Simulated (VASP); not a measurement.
Crystal: ZrN.

```xyz
2
Lattice="0.0000 2.4097 2.4097 2.4097 0.0000 2.4097 2.4097 2.4097 0.0000" Properties=species:S:1:pos:R:3 pbc="T T T"
Zr    2.4097    2.4097    2.4097
N     0.0000    0.0000    0.0000
```

The cell isn't the ideal one: volume scaled by 1.15.

```yaml
Program: VASP 6.6.1
Task: relaxation of cell and atoms
Functional: PW91
Dispersion: D4
Potentials_or_basis: VASP PAW PBE potentials, release 64 (Zr_sv, N_h)
Cutoff: 980 eV
k_mesh: 10 × 10 × 10
Occupations: gaussian, width 0.1 eV
Spin: no spin polarisation
```

At the start: pressure -28.4 GPa; volume 13.99 Å³/atom.

Task: How do energy, volume and symmetry change on relaxing?

Result: Over 7 steps the energy falls by 204.6 meV/atom and the volume is 11.98 Å³/atom (-14.4 %); space group Fm-3m (No. 225, to 0.05 Å).

Step by step:
```
step  energy change (eV)  largest force (eV/Å)  pressure (GPa)  volume (Å³)
   1              0.0000                0.0000          -28.39        27.98
   2              0.7569                0.0000           93.74        19.09
   3             -0.4074                0.0000           -2.42        24.19
   4             -0.4091                0.0000           -0.61        24.02
   5             -0.4092                0.0000            0.18        23.94
   6             -0.4091                0.0000           -0.26        23.98
   7             -0.4092                0.0000           -0.01        23.96
```

Final structure:
```xyz
2
Lattice="0.0000 2.2882 2.2882 2.2882 0.0000 2.2882 2.2882 2.2882 0.0000" Properties=species:S:1:pos:R:3 pbc="T T T"
Zr    2.2882    2.2882    2.2882
N     0.0000    0.0000    0.0000
```

Caveat: the PAW data sets were made with another functional, which shifts forces and pressure a little; pairwise dispersion overbinds metals, which lowers pressure and volume.
